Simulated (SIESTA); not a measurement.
## TiO2 under changes of volume

One of the cells (10.435 Å³/atom); the others are scaled copies at fixed shape and fractional positions:

```xyz
6
Lattice="4.5998 0.0000 0.0000 0.0000 4.5998 0.0000 0.0000 0.0000 2.9592" Properties=species:S:1:pos:R:3 pbc="T T T"
Ti    0.0000    0.0000    1.4796
Ti    2.2999    2.2999    0.0000
O     1.3998    1.3998    1.4796
O     0.9001    3.6997    0.0000
O     3.6997    0.9001    0.0000
O     3.2000    3.2000    1.4796
```

The cell is a database's computed one.

| Item | Value |
| --- | --- |
| Program | SIESTA 5.4.2 |
| Functional | PBE |
| Potentials or basis | SG15 1.2 (PBE files) or PseudoDojo by element |
| Basis | DZP (energy shift 0.003 Ry; two zetas on semicore shells) |
| Grid cutoff | 800 Ry |
| Energy shift | 0.003 Ry |
| k mesh | 4 × 4 × 6 |
| Occupations | fermi-dirac, width 0.05 eV |
| Spin | no spin polarisation |

| volume (Å³/atom) | energy over the lowest point (meV/atom) | pressure (GPa) | gap on the mesh (eV) | largest force (eV/Å) |
| --- | --- | --- | --- | --- |
| 9.809 | 79.10 | 27.1 | 1.91 | 0.409 |
| 10.018 | 48.13 | 20.5 | 1.86 | 0.323 |
| 10.227 | 25.44 | 14.3 | 1.81 | 0.213 |
| 10.435 | ? | ? | ? | ? |
| 10.644 | 2.25 | 4.0 | 1.72 | 0.037 |
| 10.853 | 0.00 | -0.6 | 1.68 | 0.108 |
| 11.062 | 3.41 | -4.6 | 1.64 | 0.167 |

Problem. What does the run at 10.435 Å³/atom give?

Solution. Energy over the lowest point 10.55 meV/atom; pressure 8.8 GPa; gap on the mesh 1.77 eV; largest force 0.073 eV/Å.

Worked out: A Birch-Murnaghan fit of order 3 (a polynomial in V^(-2/3)) to the other rows has its minimum at 10.83 Å³/atom with B0 = V·E''(V) = 222 GPa and B' = 4.4 at fixed shape and positions, which overstates the stiffness. It gives 10.49 meV/atom at 10.435 Å³/atom, against the run's 10.55, and -dE/dV = 8.9 GPa, against 8.8. A straight line through the other rows of the gap, of slope -2.25 eV per unit of ln V (its deformation potential), gives 1.77 eV, against the run's 1.77.

Energies are extrapolated to zero smearing.

Caveats: the basis of atomic orbitals isn't converged, which shifts pressures, moduli and gaps.

A mesh can miss the band edges.
